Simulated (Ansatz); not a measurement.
Cs2AgBiBr6:

```
Bi Cs Ag Br
1.0
     0.00000    5.61610    5.61610
     5.61610    0.00000    5.61610
     5.61610    5.61610    0.00000
Bi Cs Ag Br
1 2 1 6
Direct
  0.00000 0.00000 0.00000
  0.75000 0.75000 0.75000
  0.25000 0.25000 0.25000
  0.50000 0.50000 0.50000
  0.74945 0.74945 0.25055
  0.25055 0.25055 0.74945
  0.74945 0.25055 0.25055
  0.74945 0.25055 0.74945
  0.25055 0.74945 0.74945
  0.25055 0.74945 0.25055
```

```yaml
Program: Ansatz 0.2.0
Task: relaxation of cell and atoms
Functional: LDA
Potentials_or_basis: Ansatz PAW
Cutoff: "420 eV (not typed: the program's choice for these potentials)"
k_mesh: 4 × 4 × 4
Occupations: fermi-dirac, width 0.05 eV
Spin: no spin polarisation
```

At the start: volume 35.43 Å³/atom.

Task: How do energy, volume and symmetry change on relaxing?

Result: It ends after 5 steps and the volume is 33.26 Å³/atom (-6.1 %); space group Fm-3m (No. 225, to 0.05 Å).

The path:
```csv
step,energy change (eV),largest force (eV/Å),volume (Å³)
1,0.0000,0.3294,354.27
2,-0.1485,0.0566,340.69
3,-0.1679,0.0143,329.25
4,-0.1706,0.0081,332.62
5,-0.1679,0.0080,332.62
```

Final structure:
```
Bi Cs Ag Br
1.0
     0.00000    5.49931    5.49931
     5.49931    0.00000    5.49931
     5.49931    5.49931    0.00000
Bi Cs Ag Br
1 2 1 6
Direct
  0.00000 0.00000 0.00000
  0.75000 0.75000 0.75000
  0.25000 0.25000 0.25000
  0.50000 0.50000 0.50000
  0.74448 0.74448 0.25552
  0.25552 0.25552 0.74448
  0.74448 0.25552 0.25552
  0.74448 0.25552 0.74448
  0.25552 0.74448 0.74448
  0.25552 0.74448 0.25552
```

Caveat: the plane-wave basis is chosen anew once the cell has moved, so the energies of steps on either side of that aren't comparable; the PAW data sets come from PBE, with cores solved anew for the run's functional, which leaves a small shift of forces and pressure.
